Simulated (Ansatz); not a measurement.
# CdS: the cost of one run

Computed with Ansatz 0.2.0 (DFT PBE, scalar-relativistic, plane waves, PAW, unless a step names another level, unless a step's input says otherwise).

1 further run of the same task is left out (it didn't finish).

**1. The structure to begin with**

The structure is hexagonal, space group P6_3mc (No. 186). The conventional cell has a = 4.197 Å, b = 4.197 Å, c = 6.828 Å, α = 90.00°, β = 90.00°, γ = 120.00°. Around Cd (site symmetry 3m) lie 4 S at 2.57 Å. S (site symmetry 3m) is surrounded by 4 Cd at 2.57 Å.

Coordinates:

```
Cd S
1.0
     4.19712    0.00000    0.00000
    -2.09856    3.63481    0.00000
     0.00000    0.00000    6.82790
Cd S
2 2
Direct
  0.33333 0.66667 0.00416
  0.66667 0.33333 0.50416
  0.33333 0.66667 0.38084
  0.66667 0.33333 0.88084
```

It is the end of an earlier relaxation with the same method, from a generated guess; it needn't be the stable form of this composition. At a tolerance of 0.02 Å it has space group P6_3mc (No. 186); it has 26.04 Å³/atom, an uncorrected energy of -0.66 eV/atom over the elements and, on its mesh, gap 1.11 eV.

**2. Seeking the band edges over the whole zone**

Contents of input.yaml:

```yaml
crystal:
  lattice:
    - [4.1971167994, 0.0, 0.0]
    - [-2.0985583997, 3.634809771, 0.0]
    - [0.0, 0.0, 6.8279024042]
  atoms:
    - { symbol: Cd, position: [0.3333333333, 0.6666666667, 0.0041597907] }
    - { symbol: Cd, position: [0.6666666667, 0.3333333333, 0.5041597907] }
    - { symbol: S, position: [0.3333333333, 0.6666666667, 0.3808401993] }
    - { symbol: S, position: [0.6666666667, 0.3333333333, 0.8808401993] }
basis:
  ecutwfc: 420
kpoints:
  mp_grid: { grid: [12, 12, 4] }
  band_path: { path: [VBM, CBM], npoints: 2 }
hamiltonian:
  xc: pbe
scf:
  occupations: { method: gaussian, width: 0.02 }
output:
  forces: false
  stress: false
  eigenvalues: true
checkpoint:
  read: start.run
  write: ck
  compress: false
  write_wavefunctions: false
  write_every: 100000
```

Command:

```console
$ ansatz run input.yaml --threads 1 --pin off --max-ram 2560MiB --backend cpu --events-out ev --progress --plain --runs-dir out
```

What time and memory should one allow on 1 thread of Intel Xeon at 2.50GHz (Skylake/Cascade Lake), shared host?

About 39 s, with a peak of 0.41 GiB.
